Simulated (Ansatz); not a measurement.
Task: ZrO$_{2}$ in space group P2_1/c (No. 14; Zr on 4e, O on 4e, O on 4e) is relaxed with PBEsol in the plane-wave PAW code Ansatz. What lattice parameters of the conventional cell result?

Result: a = 5.128 Å, b = 5.212 Å, c = 5.296 Å, β = 99.6°.

Task: Give the free coordinates with the occupied sites.

Result: In one choice of origin and axes:

| atom | site | symmetry | x | y | z |
|---|---|---|---|---|---|
| Zr | 4e | 1 | 0.2772 | 0.0433 | 0.2095 |
| O | 4e | 1 | 0.0700 | 0.3366 | 0.3413 |
| O | 4e | 1 | 0.5514 | 0.2577 | 0.0205 |

Task: Is it a metal or does it have a gap at this level?

Result: A gap of 3.60 eV, indirect.

Symmetry was held in the PBEsol relaxation. No spin polarisation was allowed. Scalar-relativistic: spin–orbit coupling is off unless named, which matters more the heavier the elements.

Potentials: the earlier of the program's two PAW sets. The files were generated under PBE; for other functionals the program regenerates the frozen cores, and for LDA and PBEsol the local potential too.
